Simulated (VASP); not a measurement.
# Ni (Fm-3m) in VASP: further runs

The runs below take Ni through single point, with PBE+U.

All numbers are computed with VASP 6.6.1; they aren't measurements. Logs are shortened: lines on timing, memory, paths and dates and some standing lists are left out, and cuts for length are marked.

**1. The undisturbed crystal**

Symmetry: Fm-3m, No. 225, cubic system. The conventional cell has a = 3.524 Å, b = 3.524 Å, c = 3.524 Å, α = 90.00°, β = 90.00°, γ = 90.00°. Around Ni (site symmetry m-3m) lie 12 Ni at 2.49 Å.

**2. Single point, PBE+U, collinear spin, ferromagnetic start (a relaxed cell with its volume scaled by 1.03)**

File INCAR:

```
ALGO = Normal
EDIFF = 1E-7
ENCUT = 520
GGA = PE
ISIF = 2
ISMEAR = 0
ISPIN = 2
LASPH = True
LCHARG = False
LDAU = True
LDAUJ = 0
LDAUL = 2
LDAUPRINT = 1
LDAUTYPE = 2
LDAUU = 2
LMAXMIX = 4
LORBIT = 11
LREAL = False
LWAVE = False
MAGMOM = 0.8
NELM = 150
PREC = Accurate
SIGMA = 0.1
```

File KPOINTS:

```
k-points
0
Gamma
  20 20 20
```

File POSCAR:

```
Ni                                      
1.0
    0.0000000000      1.7651522309      1.7651522309
    1.7651522309      0.0000000000      1.7651522309
    1.7651522309      1.7651522309      0.0000000000
  Ni            
     1
Direct
     0.0000000000000000    0.0000000000000000    0.0000000000000000
```

Potentials or basis: VASP PAW PBE potentials, release 64 (Ni).

Command:

```console
$ cat potpaw_PBE.64/Ni/POTCAR > POTCAR
$ mpirun -np 1 vasp_std > vasp.out
```

OUTCAR:

```text
EDIFF = 1E-7
   ENCUT = 520
   GGA = PE
   ISIF = 2
   ISMEAR = 0
   ISPIN = 2
   LASPH = True
   LORBIT = 11
   LREAL = False
   NELM = 150
   PREC = Accurate

 ion  position               nearest neighbor table
   1  0.000  0.000  0.000-

  LATTYP: Found a face centered cubic cell.
 ALAT       =     3.5303044618

  Lattice vectors:

 A1 = (   0.0000000000,   1.7651522309,   1.7651522309)
 A2 = (   1.7651522309,   0.0000000000,   1.7651522309)
 A3 = (   1.7651522309,   1.7651522309,   0.0000000000)

Analysis of symmetry for initial positions (statically):
=====================================================================
 Subroutine PRICEL returns:
 Original cell was already a primitive cell.

 Routine SETGRP: Setting up the symmetry group for a
 face centered cubic supercell.

 Subroutine GETGRP returns: Found 48 space group operations
 (whereof 48 operations were pure point group operations)
 out of a pool of 48 trial point group operations.

The static configuration has the point symmetry O_h .

Analysis of symmetry for dynamics (positions and initial velocities):
=====================================================================
 Subroutine PRICEL returns:
 Original cell was already a primitive cell.

 Routine SETGRP: Setting up the symmetry group for a
 face centered cubic supercell.

 Subroutine GETGRP returns: Found 48 space group operations
 (whereof 48 operations were pure point group operations)
 out of a pool of 48 trial point group operations.

The dynamic configuration has the point symmetry O_h .

Analysis of structural, dynamic, and magnetic symmetry:
=====================================================================
 Subroutine PRICEL returns:
 Original cell was already a primitive cell.

 Routine SETGRP: Setting up the symmetry group for a
 face centered cubic supercell.

 Subroutine GETGRP returns: Found 48 space group operations
 (whereof 48 operations were pure point group operations)
 out of a pool of 48 trial point group operations.

The overall configuration has the point symmetry O_h .

 Subroutine INISYM returns: Found 48 space group operations
 (whereof 48 operations are pure point group operations),
 and found     1 'primitive' translations

----------------------------------------------------------------------------------------

                                     Primitive cell

  volume of cell :      10.9996

  direct lattice vectors                    reciprocal lattice vectors
     0.000000000  1.765152231  1.765152231    -0.283261688  0.283261688  0.283261688
     1.765152231  0.000000000  1.765152231     0.283261688 -0.283261688  0.283261688
     1.765152231  1.765152231  0.000000000     0.283261688  0.283261688 -0.283261688

  length of vectors
     2.496302225  2.496302225  2.496302225     0.490623635  0.490623635  0.490623635

  position of ions in fractional coordinates (direct lattice)
     0.000000000  0.000000000  0.000000000

  ion indices of the primitive-cell ions
   primitive index   ion index
                 1           1

----------------------------------------------------------------------------------------

 KPOINTS: k-points

Automatic generation of k-mesh.
 Grid dimensions read from file:
 generate k-points for:   20   20   20

 Generating k-lattice:

  Cartesian coordinates                     Fractional coordinates (reciprocal lattice)
    -0.014163084  0.014163084  0.014163084     0.050000000  0.000000000  0.000000000
     0.014163084 -0.014163084  0.014163084     0.000000000  0.050000000  0.000000000
[... 59 lines left out ...]
   LREAL  =      F    real-space projection
   EDIFFG = 0.1E-05   stopping-criterion for IOM
   NSW    =      0    number of steps for IOM
   IBRION =     -1    ionic relax: 0-MD 1-quasi-New 2-CG
   NFREE  =      0    steps in history (QN), initial steepest desc. (CG)
   ISIF   =      2    stress and relaxation
   ISYM   =      2    0-nonsym 1-usesym 2-fastsym
   POTIM  = 0.5000    time-step for ionic-motion
   TEBEG  =    0.0;   TEEND  =   0.0 temperature during run
   PSTRESS=    0.0 pullay stress
   NELECT =      10.0000    total number of electrons
   NUPDOWN=      -1.0000    fix difference up-down
   EMIN   =  10.00;   EMAX   =-10.00  energy-range for DOS
   EFERMI =   0.00;   METHOD = LEGACY
   ISMEAR =     0;   SIGMA  =   0.10  broadening in eV -4-tet -1-fermi 0-gaus
   EFERMI_NEDOS =   21; number of points for ismear=-14 and -15
   IALGO  =     38    algorithm
   IMIX   =      4    mixing-type and parameters
     AMIX     =   0.40;   BMIX     =  1.00
     AMIX_MAG =   1.60;   BMIX_MAG =  1.00
  volume/ion in A,a.u.               =      11.00        74.23
  Fermi-wavevector in a.u.,A,eV,Ry     =   1.585925  2.996964 34.220807  2.515158
  Thomas-Fermi vector in A             =   2.685315
   LORBIT       =     11    0 simple, 1 ext, 2 COOP (PROOUT), +10 PAW based schemes
 LDA+U is selected, type is set to LDAUTYPE =  2
   angular momentum for each species LDAUL =     2
   U (eV)           for each species LDAUU =   2.0
   J (eV)           for each species LDAUJ =   0.0
   GGA     = PE    functional components
   LHFCALC =     F    Hartree Fock is set to
   AEXX    =    0.0000 exact exchange contribution
   IVDW    =     0    specifies the selected vdW correction
   LEPSILON=     F    determine dielectric tensor
   LRPA    =     F    only Hartree local field effects (RPA)
 spin polarized calculation
 Gauss-broadening in eV      SIGMA  =   0.10
  energy-cutoff  :      520.00
  volume of cell :       11.00
 maximum number of plane-waves:       307
   NGX =  9   NGY =  9   NGZ =  9

atom =   1  type =  1  l = 2

 onsite density matrix

spin component  1

  0.9136  0.0000 -0.0000 -0.0000 -0.0000
  0.0000  0.9136 -0.0000 -0.0000 -0.0000
 -0.0000 -0.0000  0.9228 -0.0000  0.0000
 -0.0000 -0.0000 -0.0000  0.9136 -0.0000
 -0.0000 -0.0000  0.0000 -0.0000  0.9228

spin component  2

  0.6929 -0.0000  0.0000 -0.0000  0.0000
 -0.0000  0.6929  0.0000 -0.0000  0.0000
  0.0000  0.0000  0.8731  0.0000 -0.0000
 -0.0000 -0.0000  0.0000  0.6929  0.0000
  0.0000  0.0000 -0.0000  0.0000  0.8731

 occupancies and eigenvectors

  o =  0.6929  v =  0.0000  0.0000  0.0000  0.0000  0.0000  0.0000 -0.0352 -0.0000  0.9994  0.0000      0.0000  0.0000  0.0000  0.0000  0.0000  0.0000  0.0000  0.0000  0.0000  0.0000
  o =  0.6929  v =  0.0000  0.0000  0.0000  0.0000  0.0000  1.0000  0.0000  0.0000  0.0000  0.0000      0.0000  0.0000  0.0000  0.0000  0.0000  0.0000  0.0000  0.0000  0.0000  0.0000
  o =  0.6929  v =  0.0000  0.0000  0.0000  0.0000  0.0000  0.0000  0.9994  0.0000  0.0352 -0.0000      0.0000  0.0000  0.0000  0.0000  0.0000  0.0000  0.0000  0.0000  0.0000  0.0000
  o =  0.8731  v =  0.0000  0.0000  0.0000  0.0000  0.0000  0.0000  0.0000 -0.9981 -0.0000 -0.0614      0.0000  0.0000  0.0000  0.0000  0.0000  0.0000  0.0000  0.0000  0.0000  0.0000
  o =  0.8731  v =  0.0000  0.0000  0.0000  0.0000  0.0000  0.0000  0.0000 -0.0614 -0.0000  0.9981      0.0000  0.0000  0.0000  0.0000  0.0000  0.0000  0.0000  0.0000  0.0000  0.0000
  o =  0.9136  v =  0.0000  0.2318  0.0000  0.9728  0.0000  0.0000  0.0000  0.0000  0.0000  0.0000      0.0000  0.0000  0.0000  0.0000  0.0000  0.0000  0.0000  0.0000  0.0000  0.0000
  o =  0.9136  v =  0.0000 -0.9728  0.0000  0.2318 -0.0000  0.0000  0.0000  0.0000  0.0000  0.0000      0.0000  0.0000  0.0000  0.0000  0.0000  0.0000  0.0000  0.0000  0.0000  0.0000
  o =  0.9136  v =  1.0000  0.0000  0.0000  0.0000  0.0000  0.0000  0.0000  0.0000  0.0000  0.0000      0.0000  0.0000  0.0000  0.0000  0.0000  0.0000  0.0000  0.0000  0.0000  0.0000
  o =  0.9228  v =  0.0000 -0.0000 -0.8432  0.0000  0.5377  0.0000  0.0000  0.0000  0.0000  0.0000      0.0000  0.0000  0.0000  0.0000  0.0000  0.0000  0.0000  0.0000  0.0000  0.0000
  o =  0.9228  v =  0.0000 -0.0000 -0.5377  0.0000 -0.8432  0.0000  0.0000  0.0000  0.0000  0.0000      0.0000  0.0000  0.0000  0.0000  0.0000  0.0000  0.0000  0.0000  0.0000  0.0000

 number of electron      10.0000010 magnetization       0.6928057

 Free energy of the ion-electron system (eV)
  ---------------------------------------------------
  ext. energy  EPLUGINS =         0.00000000
  ---------------------------------------------------
  free energy    TOTEN  =        -4.18861087 eV

  energy without entropy =       -4.18089132  energy(sigma->0) =       -4.18475109

 E-fermi :   9.0078     XC(G=0): -13.1557

 val. band max:        9.0075089083   @ k =   0.5000   0.2500   0.1000
 cond. band min:       9.0103639955   @ k =   0.4500   0.2000   0.1000
 fundamental gap:      0.0028550872
 Fermi energy:         9.0078298885

 spin component 1

 k-point     1 :       0.0000    0.0000    0.0000
  band No.  band energies     occupation
      1       0.3210      1.00000
      2       6.1180      1.00000
      3       6.1180      1.00000
      4       6.1180      1.00000
      5       7.3558      1.00000
      6       7.3558      1.00000
      7      32.8959      0.00000
      8      36.6655      0.00000
      9      36.6655      0.00000
[... 557 lines left out ...]
 k-point    24 :      -0.3500    0.0500    0.0000
  band No.  band energies     occupation
      1       4.2353      1.00000
      2       7.1308      1.00000
      3       7.1913      1.00000
      4       7.4007      1.00000
      5       8.7926      0.99883
      6       9.0963      0.10535
      7      18.4654      0.00000
      8      30.6149      0.00000
      9      33.0834      0.00000

 [... further k-points ...]

------------------------ aborting loop because EDIFF is reached ----------------------------------------

  FORCE on cell =-STRESS in cart. coord.  units (eV):
  Direction    XX          YY          ZZ          XY          YZ          ZX
  --------------------------------------------------------------------------------------
  -------------------------------------------------------------------------------------
  Total       -0.3439055     -0.3439055     -0.3439055      0.0000000      0.0000000      0.0000000
  in kB      -50.0925544    -50.0925544    -50.0925544      0.0000000      0.0000000      0.0000000
  external PRESSURE =     -50.0925544 kB  Pullay stress =       0.0000000 kB

 VOLUME and BASIS-vectors are now :
 -----------------------------------------------------------------------------
  energy-cutoff  :      520.00
  volume of cell :       11.00
      direct lattice vectors                 reciprocal lattice vectors
     0.000000000  1.765152231  1.765152231    -0.283261688  0.283261688  0.283261688
     1.765152231  0.000000000  1.765152231     0.283261688 -0.283261688  0.283261688
     1.765152231  1.765152231  0.000000000     0.283261688  0.283261688 -0.283261688

 POSITION                                       TOTAL-FORCE (eV/Angst)
 -----------------------------------------------------------------------------------
      0.00000      0.00000      0.00000         0.000000      0.000000      0.000000
 -----------------------------------------------------------------------------------
    total drift:                                0.000000      0.000000      0.000000

  FREE ENERGIE OF THE ION-ELECTRON SYSTEM (eV)
  ---------------------------------------------------
  free  energy   TOTEN  =        -4.1886108698 eV

  energy  without entropy=       -4.1808913182  energy(sigma->0) =       -4.18475109

 total charge

# of ion       s       p       d       tot
------------------------------------------
    1        0.486   0.463   8.385   9.334

 magnetization (x)

# of ion       s       p       d       tot
------------------------------------------
    1       -0.010  -0.036   0.763   0.717
```

Wall time 36 s (1 thread of Intel Xeon Platinum 8488C (Sapphire Rapids), shared host); peak memory 0.16 GiB.

Results:

```yaml
Free_energy: -4.1886 eV
Pressure: -5.0 GPa
Band_gap_on_the_k_mesh: none (metal or under the smearing width)
Net_moment: 0.69 μB per cell
Site_moments: Ni +0.72 μB
Valence_electrons_inside_the_program's_atomic_spheres: Ni 9.33
```

Eigenvalues of the final occupation matrices:
```tsv
site	spin	trace	eigenvalues
site 1 d	1	4.59	0.91 0.91 0.91 0.92 0.92
site 1 d	2	3.82	0.69 0.69 0.69 0.87 0.87
```

Caveat: the U is typed as a test and isn't derived for this compound.

**3. Single point, PBE+U, collinear spin, ferromagnetic start (a relaxed cell with its volume scaled by 0.94)**

INCAR is that of step 2.

KPOINTS is that of step 2.

File POSCAR:

```
Ni                                      
1.0
    0.0000000000      1.7121653702      1.7121653702
    1.7121653702      0.0000000000      1.7121653702
    1.7121653702      1.7121653702      0.0000000000
  Ni            
     1
Direct
     0.0000000000000000    0.0000000000000000    0.0000000000000000
```

Potentials or basis: VASP PAW PBE potentials, release 64 (Ni).

Command:

```console
$ cat potpaw_PBE.64/Ni/POTCAR > POTCAR
$ mpirun -np 1 vasp_std > vasp.out
```

It took 27 s on 1 thread of Intel Xeon Platinum 8488C (Sapphire Rapids), shared host; peak memory 0.15 GiB.

It converged, with:

```yaml
Free_energy: -4.1683 eV
Pressure: 13.6 GPa
Band_gap_on_the_k_mesh: none (metal or under the smearing width)
Net_moment: 0.64 μB per cell
Site_moments: Ni +0.65 μB
Valence_electrons_inside_the_program's_atomic_spheres: Ni 9.51
```

Levels at points of the mesh, in eV from the Fermi level:
Spin up:
```tsv
k point	band 3	band 4	band 5	band 6	band 7	band 8
(0.00, 0.00, 0.00)	-3.05	-3.05	-1.67	-1.67	24.71	29.21
(0.50, 0.00, 0.00)	-3.01	-0.95	-0.95	-0.14	6.22	23.15
(0.50, 0.50, 0.00)	-0.87	-0.82	-0.82	2.81	9.87	15.90
```
Spin down:
| k point | band 3 | band 4 | band 5 | band 6 | band 7 | band 8 |
| --- | --- | --- | --- | --- | --- | --- |
| (0.00, 0.00, 0.00) | -1.83 | -1.83 | -1.04 | -1.04 | 24.49 | 29.14 |
| (0.50, 0.00, 0.00) | -2.20 | -0.23 | 0.15 | 0.15 | 6.88 | 22.96 |
| (0.50, 0.50, 0.00) | -0.20 | 0.54 | 0.54 | 2.74 | 10.14 | 15.89 |

Eigenvalues of the final occupation matrices:
```
    site  spin  trace               eigenvalues
site 1 d     1   4.58  0.91 0.91 0.91 0.92 0.92
site 1 d     2   3.88  0.71 0.71 0.71 0.87 0.87
```

Caveat: the U is typed as a test and isn't derived for this compound.

**4. Single point, PBE+U, collinear spin, ferromagnetic start (a relaxed cell with its volume scaled by 1.06)**

INCAR is that of step 3.

KPOINTS is that of step 3.

File POSCAR:

```
Ni                                      
1.0
    0.0000000000      1.7821258898      1.7821258898
    1.7821258898      0.0000000000      1.7821258898
    1.7821258898      1.7821258898      0.0000000000
  Ni            
     1
Direct
     0.0000000000000000    0.0000000000000000    0.0000000000000000
```

Command:

```console
$ cat potpaw_PBE.64/Ni/POTCAR > POTCAR
$ mpirun -np 1 vasp_std > vasp.out
```

It took 35 s on 1 thread of Intel Xeon Platinum 8488C (Sapphire Rapids), shared host; peak memory 0.16 GiB.

The run converged. Its results:

```yaml
Free_energy: -4.1742 eV
Pressure: -9.2 GPa
Band_gap_on_the_k_mesh: none (metal or under the smearing width)
Net_moment: 0.72 μB per cell
Site_moments: Ni +0.74 μB
Valence_electrons_inside_the_program's_atomic_spheres: Ni 9.29
```

Levels at points of the mesh, in eV from the Fermi level:
Spin up:
| k point | band 2 | band 3 | band 4 | band 5 | band 6 | band 7 | band 8 | band 9 |
| --- | --- | --- | --- | --- | --- | --- | --- | --- |
| (0.00, 0.00, 0.00) | -2.85 | -2.85 | -2.85 | -1.66 | -1.66 | 23.63 | 27.17 | 27.17 |
| (0.50, 0.00, 0.00) | -2.78 | -2.78 | -1.09 | -1.09 | 0.01 | 5.29 | 22.12 | 24.22 |
| (0.50, 0.50, 0.00) | -4.50 | -1.01 | -1.01 | -0.98 | 2.66 | 8.77 | 14.69 | 14.69 |
Spin down:
| k point | band 1 | band 2 | band 3 | band 4 | band 5 | band 6 | band 7 | band 8 | band 9 |
| --- | --- | --- | --- | --- | --- | --- | --- | --- | --- |
| (0.00, 0.00, 0.00) | -8.59 | -1.47 | -1.47 | -1.47 | -0.97 | -0.97 | 23.35 | 27.11 | 27.11 |
| (0.50, 0.00, 0.00) | -4.10 | -1.89 | -1.89 | -0.10 | 0.14 | 0.14 | 5.98 | 21.90 | 24.29 |
| (0.50, 0.50, 0.00) | -4.36 | -3.30 | -0.27 | 0.51 | 0.51 | 2.57 | 9.04 | 14.67 | 14.67 |

Eigenvalues of the final occupation matrices:
```tsv
site	spin	trace	eigenvalues
site 1 d	1	4.59	0.91 0.91 0.91 0.92 0.92
site 1 d	2	3.80	0.69 0.69 0.69 0.87 0.87
```

Caveat: the U is typed as a test and isn't derived for this compound.

[end of part 1 of 2]
